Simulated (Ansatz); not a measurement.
The system is Ag.

```
CELL_PARAMETERS angstrom
1.47305 0.85046 7.20465
-1.47305 0.85046 7.20465
0.00000 -1.70093 7.20465
ATOMIC_POSITIONS crystal
Ag 0.22228 0.22228 0.22228
Ag 0.77772 0.77772 0.77772
Ag 0.00000 0.00000 0.00000
```

This isn't the form of Ag at room conditions, which is fcc.

| Property | Result |
| --- | --- |
| Program | Ansatz 0.2.0 |
| Task | single point |
| Functional | PBE |
| Potentials or basis | Ansatz PAW |
| Cutoff | 420 eV (not typed: the program's choice for these potentials) |
| k mesh | 10 × 10 × 10 |
| Occupations | fermi-dirac, width 0.05 eV |
| Spin | no spin polarisation |

On this cell: pressure -0.7 GPa; largest force under 0.003 eV/Å; band gap on the k mesh none (metal or under the smearing width).

The same run follows on a disturbed copy (atoms moved at random, drawn with an rms of 0.05 Å):

```
Ag
1.0
     1.47305    0.85046    7.20465
    -1.47305    0.85046    7.20465
     0.00000   -1.70093    7.20465
Ag
3
Direct
  0.20264 0.21911 0.24081
  0.78126 0.76484 0.78807
  0.97420 0.00761 0.01829
```

Task: What does the disturbed cell give?

Result: The energy (extrapolated to zero smearing) moves by +1.7 meV/atom; pressure -0.6 GPa; largest force 0.171 eV/Å; band gap on the k mesh none (metal or under the smearing width).

Forces in eV/Å, atoms in the order of the input:
```
Ag   0.010  0.012  0.170
Ag  -0.052 -0.017 -0.110
Ag   0.041  0.005 -0.060
```

Stress tensor (GPa, compression positive):
```
-0.55 -0.16  0.03
-0.16 -0.39  0.03
 0.03  0.03 -0.87
```
